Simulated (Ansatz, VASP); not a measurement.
Na: VASP beside Ansatz

INCAR

```
SYSTEM = Na
  ALGO = Normal
  EDIFF = 1E-7
  ENCUT = 520
  GGA = PS
  ISIF = 2
  ISMEAR = -1
  LASPH = .True.
  LCHARG = .False.
  LREAL = .False.
  LWAVE = .False.
  NBANDS = 10
  NELM = 100
  PREC = Accurate
  SIGMA = 0.1
```

KPOINTS

```
k-points
0
Gamma
  11 11 11
  0 0 0
```

File POSCAR:

```
Na
1.0
    3.2954678130      0.0000000000      0.0000000000
    0.0000000000      3.2954678130      0.0000000000
    0.0000000000      0.0000000000      3.2954678130
Na
1
Direct
    0.0000000000      0.0000000000      0.0000000000
```

Input for Ansatz:

```yaml
crystal:
  lattice:
    - [3.295467813, 0.0, 0.0]
    - [0.0, 3.295467813, 0.0]
    - [0.0, 0.0, 3.295467813]
  atoms:
    - { symbol: Na, position: [0.0, 0.0, 0.0] }
hamiltonian:
  xc: pbesol
  pseudopotentials:
    kind: paw
    azcp:
      Na: "pseudopotentials/Na.paw.azcp"
basis:
  ecutwfc: 420
  fft_grid_basis: typed
kpoints:
  mp_grid: { grid: [11, 11, 11], shift: [0, 0, 0] }
magnetization:
  spin_polarized: false
scf:
  occupations: { method: fermi_dirac, width: 0.1 }
  lower_state_search: "off"
output:
  stress: true
```

Alike in both runs: task single point; functional PBEsol; k mesh 11 × 11 × 11; occupations fermi-dirac, width 0.1 eV; no spin polarisation.

```csv
,VASP,Ansatz
version,VASP 6.6.1,Ansatz 0.2.0
potentials or method,"VASP PAW PBE potentials, release 64 (Na_pv)","plane waves (420 eV) with PAW, scalar-relativistic"
plane-wave cutoff (eV),520,420
valence electrons in the cell,7,9
```

```tsv
	VASP	Ansatz	Ansatz less VASP
pressure (GPa)	0.6	0.6	0.00
```

The functional is the same, so the differences come from potentials, cutoffs and numerics. The two sets of potentials don't hold the same shells in valence. Ansatz warned: «pseudo_functional_mismatch».

Caveats: the PAW data sets were made with another functional, which shifts forces and pressure a little (VASP).
